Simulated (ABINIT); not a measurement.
Crystal: NaF (Villiaumite).

```
CELL_PARAMETERS angstrom
0.00000 2.32000 2.32000
2.32000 0.00000 2.32000
2.32000 2.32000 0.00000
ATOMIC_POSITIONS crystal
Na 0.00000 0.00000 0.00000
F 0.50000 0.50000 0.50000
```

Base run:

| Quantity | Value |
| --- | --- |
| Program | ABINIT 10.8.3 (patched build) |
| Functional | TB-mBJ |
| Potentials or basis | JTH PAW LDA v2.0 |
| Cutoff | 1306 eV |
| k mesh | 10 × 10 × 10 |
| Occupations | fermi-dirac, width 0.05 eV |
| Spin | no spin polarisation |

Its results: band gap on the k mesh 11.09 eV, direct.

Problem. After a change of settings the same cell gave: band gap on the k mesh 7.10 eV, direct. Which change was it?
A. functional from TB-mBJ to LDA; cutoff from 1306 eV to 1088 eV; fine-grid cutoff from 1959.22 eV to 1687.11 eV
B. functional from TB-mBJ to PBEsol; potentials or basis from JTH PAW LDA v2.0 to PseudoDojo NC SR PBEsol v0.4.1 standard; cutoff from 1306 eV to 1197 eV
C. functional from TB-mBJ to r2SCAN; potentials or basis from JTH PAW LDA v2.0 to JTH PAW PBE v2.0

Solution. C.

Caveats: the constant c of TB-mBJ comes from the pseudo density here, which moves gaps by up to 0.3 eV between sets of potentials (some runs).
